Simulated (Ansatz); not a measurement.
# SnS: the cell at several levels of theory

One table from this session's results is given with a row withheld; the runs are named, their logs left out.

Program: Ansatz 0.2.0. PAW datasets, plane waves, zero pressure. Spin-unpolarised throughout; all numbers are computed.

### The system as given

It is orthorhombic, Pnma (No. 62); a = 11.200 Å, b = 3.987 Å, c = 4.334 Å in the conventional setting, 24.19 Å³ an atom. Sn has 3 S at 2.63–2.67 Å; S has 3 Sn at 2.63–2.67 Å.

As a file:

```
CELL_PARAMETERS angstrom
11.20000 0.00000 0.00000
0.00000 3.98700 0.00000
0.00000 0.00000 4.33400
ATOMIC_POSITIONS crystal
Sn 0.11940 0.25000 0.11980
Sn 0.38060 0.75000 0.61980
Sn 0.61940 0.25000 0.38020
Sn 0.88060 0.75000 0.88020
S 0.85080 0.25000 0.47930
S 0.64920 0.75000 0.97930
S 0.35080 0.25000 0.02070
S 0.14920 0.75000 0.52070
```

The first run:

input.yaml reads:

```yaml
crystal:
  lattice:
    - [11.2, 0.0, 0.0]
    - [0.0, 3.987, 0.0]
    - [0.0, 0.0, 4.334]
  atoms:
    - { symbol: Sn, position: [0.1194, 0.25, 0.1198] }
    - { symbol: Sn, position: [0.3806, 0.75, 0.6198] }
    - { symbol: Sn, position: [0.6194, 0.25, 0.3802] }
    - { symbol: Sn, position: [0.8806, 0.75, 0.8802] }
    - { symbol: S, position: [0.8508, 0.25, 0.4793] }
    - { symbol: S, position: [0.6492, 0.75, 0.9793] }
    - { symbol: S, position: [0.3508, 0.25, 0.0207] }
    - { symbol: S, position: [0.1492, 0.75, 0.5207] }
kpoints:
  mp_grid: { grid: [2, 6, 6] }
hamiltonian:
  xc: pbe
scf:
  occupations: { method: fermi_dirac, width: 0.02 }
relax:
  f_tol: 0.005
  cell: {}
```

Started as:

```
$ ansatz run input.yaml --threads 8 --pin off --max-ram 20275MiB --backend cpu --events-out ev --progress --plain --runs-dir out
```

Among the steps run: Relaxing with PBE; r2SCAN: cell and atoms; Relaxation with PBEsol; Relaxation with LDA.

One table of the session follows, with a row left open; its other results are not shown here.

```
 level   a (Å)  b (Å)  c (Å)  volume (Å³/atom)
   PBE  11.510  4.027  4.448            25.770
r2SCAN  11.390  3.960  4.543            25.617
PBEsol  11.136  3.988  4.232            23.493
   LDA       ?      ?      ?                 ?
```

Estimate the missing values for LDA.

**Answer.** a (Å): 11.010; b (Å): 3.956; c (Å): 4.184; volume (Å³/atom): 22.784. In the column «a (Å)» it is the lowest.

Limits of these values: The calculation is for a static lattice, without the thermal expansion and zero-point motion that a deposited cell holds.
